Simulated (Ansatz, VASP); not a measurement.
One calculation of Al, two programs

```
Al
1.0
     0.00000    1.97391    1.97391
     1.97391    0.00000    1.97391
     1.97391    1.97391    0.00000
Al
1
Direct
  0.00000 0.00000 0.00000
```

Alike in both runs: task single point; functional revPBE; k mesh 22 × 22 × 22; occupations fermi-dirac, width 0.1 eV; no spin polarisation.

|  | VASP | Ansatz |
| --- | --- | --- |
| version | VASP 6.6.1 | Ansatz 0.2.0 |
| potentials or method | VASP PAW PBE potentials, release 64 (Al) | plane waves (420 eV) with PAW, scalar-relativistic |
| plane-wave cutoff (eV) | 520 | 420 |
| valence electrons in the cell | 3 | 3 |

|  | VASP | Ansatz | Ansatz less VASP |
| --- | --- | --- | --- |
| pressure (GPa) | 7.6 | 7.8 | +0.20 |

The functional is the same, so the differences come from potentials, cutoffs and numerics.

Caveats: the PAW data sets were made with another functional, which shifts forces and pressure a little (VASP).
